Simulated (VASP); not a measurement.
The system is Nd.

```
CELL_PARAMETERS angstrom
4.15094 0.00000 0.00000
0.00000 4.15094 0.00000
0.00000 0.00000 4.15094
ATOMIC_POSITIONS crystal
Nd 0.00000 0.00000 0.00000
Nd 0.50000 0.50000 0.50000
```

This isn't the form of Nd at room conditions, which is double hcp.

```yaml
Program: VASP 6.6.1
Task: relaxation of cell and atoms
Functional: LDA
Potentials_or_basis: VASP PAW PBE potentials, release 64 (Nd_3), 4f in core
Cutoff: 600 eV
k_mesh: 7 × 7 × 7
Occupations: methfessel-paxton, width 0.1 eV
Spin: collinear spin, antiferromagnetic start, spin-orbit coupling
Starting_moments: "[[0.0, 0.0, 3.0], [-0.0, -0.0, -3.0]] μB"
Hubbard_terms: Nd f U = 4 eV, J = 0.9 eV
```

At the start: pressure -4.1 GPa; volume 35.76 Å³/atom.

Q: How do energy, volume and symmetry change on relaxing?

A: Over 3 steps the energy falls by 59.7 meV/atom and the volume is 31.46 Å³/atom (-12.0 %); space group Im-3m (No. 229, to 0.05 Å); moment 0.00 μB per cell.

The path:
| step | energy change (eV) | largest force (eV/Å) | pressure (GPa) | volume (Å³) |
| --- | --- | --- | --- | --- |
| 1 | 0.0000 | 0.0000 | -4.09 | 71.52 |
| 2 | -0.1189 | 0.0000 | 0.28 | 62.48 |
| 3 | -0.1194 | 0.0000 | 0.02 | 62.92 |

Final structure:
```yaml
crystal:
  lattice:
    - [3.97730, 0.00000, 0.00000]
    - [0.00000, 3.97730, 0.00000]
    - [0.00000, 0.00000, 3.97730]
  atoms:
    - { symbol: Nd, position: [0.00000, 0.00000, 0.00000] }
    - { symbol: Nd, position: [0.50000, 0.50000, 0.50000] }
```

Caveat: the magnetic or orbital state may not be the lowest; U is put on an f shell that these potentials keep in the core, so it has next to no effect; the PAW data sets were made with another functional, which shifts forces and pressure a little.
